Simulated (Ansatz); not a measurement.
## Straining BaTiO₃

All numbers below come from DFT PBE, scalar-relativistic, plane waves, PAW (Ansatz). (420 eV cutoff, 8×8×8 k-mesh, Gaussian smearing of 0.02 eV, no spin polarisation)

The relaxed crystal:

```
Ba Ti O
1.0
     4.01925    0.00000    0.00000
     0.00000    4.01925    0.00000
     0.00000    0.00000    4.01925
Ba Ti O
1 1 3
Direct
  0.50000 0.50000 0.50000
  0.00000 0.00000 0.00000
  0.50000 0.00000 0.00000
  0.00000 0.50000 0.00000
  0.00000 0.00000 0.50000
```

Deformation: biaxial strain in the a-b plane, with the length and tilt of c and the atoms relaxed, all within the symmetry that the strain leaves. Energies are extrapolated to zero smearing. Gaps are Kohn–Sham gaps over the whole zone.

Spin-orbit coupling is left out, which matters for the bands and energies of heavy elements.

```
strain (%)  ΔE (meV/atom) a (Å) b (Å) c (Å) gap (eV)
      -3.0           25.1  3.899  3.899  4.116      1.74
      -2.0           10.7  3.939  3.939  4.082      1.76
      -1.0            2.6  3.979  3.979  4.050      1.77
      +0.0            0.0  4.019  4.019  4.019      1.78
      +1.0            2.4  4.059  4.059  3.991      1.72
      +2.0            9.4  4.100  4.100  3.964      1.66
      +3.0           20.5  4.140  4.140  3.940      1.61
```

What stiffness (1/V) d²E/dε² at zero strain does a cubic fit over all points give?

A cubic fit gives (1/V) d²E/dε² = 626 GPa at zero strain (twice the biaxial modulus).

How does the free axis c answer a small strain?

Between the innermost points its strain is -0.73 times the applied one.

How fast does the gap move with strain on either side?

12 meV per percent on the compressed side and -61 meV per percent on the stretched side; it is indirect at -1.0 %, indirect at zero and indirect at +1.0 %.